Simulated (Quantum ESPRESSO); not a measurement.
## Ti: equation of state with PBEsol

Crystal: Ti.

```
CELL_PARAMETERS angstrom
0.00000 2.03000 2.03000
2.03000 0.00000 2.03000
2.03000 2.03000 0.00000
ATOMIC_POSITIONS crystal
Ti 0.00000 0.00000 0.00000
```

This isn't the form of Ti at room conditions, which is hcp.

```yaml
Program: Quantum ESPRESSO 7.5
Task: equation of state
Functional: PBEsol
Potentials_or_basis: GBRV 1.5 PBEsol
Cutoff: 612 eV
Density_cutoff: 4898 eV
k_mesh: 11 × 11 × 11
Occupations: fermi-dirac, width 0.05 eV
Spin: no spin polarisation
Mixing_beta: 0.5
Most_SCF_iterations: 120
SCF_threshold: 2e-10 Ry
```

* Equilibrium volume: 16.65 Å³/atom
* Bulk modulus: 114 GPa
* Pressure derivative of the bulk modulus: 3.5

Energy against volume, from the lowest point:
```tsv
volume (Å³/atom)	energy (meV/atom)
15.727	19.76
16.062	7.70
16.396	1.29
16.731	0.00
17.065	3.40
17.400	11.07
17.735	22.65
```

All runs of the series together: 29 s on 2 threads of Arm Neoverse V1 (shared host).
